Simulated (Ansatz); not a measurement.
Runs of Ansatz 0.2.0 on SiC (Moissanite). Symmetry: P6_3mc, No. 186, hexagonal system. The conventional cell has a = 3.076 Å, b = 3.076 Å, c = 5.048 Å, α = 90.00°, β = 90.00°, γ = 120.00°. Around Si (site symmetry 3m) lie 4 C at 1.87 to 1.94 Å. C (site symmetry 3m) is surrounded by 4 Si at 1.87 to 1.94 Å. 

| task | level | cell | k mesh | smearing | points for each segment of the path | gap on the mesh (eV) | pressure (GPa) | relaxed volume (Å³/atom) |
| --- | --- | --- | --- | --- | --- | --- | --- | --- |
| Born charges and dielectric tensor | LDA | as given | 10 × 10 × 5 | fixed | - | 2.37 | - | - |
| relaxation of cell and atoms | revPBE | relaxed | 10 × 10 × 5 | fermi-dirac 0.05 eV | - | (b) | 0.0 | (c) |
| relaxation of cell and atoms | PBEsol+D3(BJ) | relaxed | 10 × 10 × 5 | fermi-dirac 0.05 eV | - | 2.26 | 0.0 | 10.16 |
| phonons | PBE | as given | 7 × 7 × 4 | fixed | - | 2.64 | - | - |
| relaxation of cell and atoms | BLYP | relaxed | 10 × 10 × 5 | fermi-dirac 0.05 eV | - | 2.82 | 0.0 | 10.73 |
| relaxation of cell and atoms | PBEsol+D4 | relaxed | 10 × 10 × 5 | fermi-dirac 0.05 eV | - | 2.27 | 0.0 | 10.23 |
| band structure | BLYP | as given | 10 × 10 × 5 | fermi-dirac 0.05 eV | 14 | 2.82 | (a) | - |

Alike in all rows: potentials or basis Ansatz PAW; no spin polarisation; cutoff (eV) 420.

Q: Fill in the values left out.

A: (a) 8.2; (b) 2.51; (c) 10.62.

Caveats: odd divisions of the mesh miss points on the zone boundary, where band edges often lie, so the gap on the mesh can be too wide (some runs); the PAW data sets come from PBE, with cores solved anew for the run's functional, which leaves a small shift of forces and pressure (some runs); the plane-wave basis is chosen anew once the cell has moved, so the energies of steps on either side of that aren't comparable (some runs); the k mesh misses the band edges, so the gap on the mesh is wider than the one along the path (some runs).
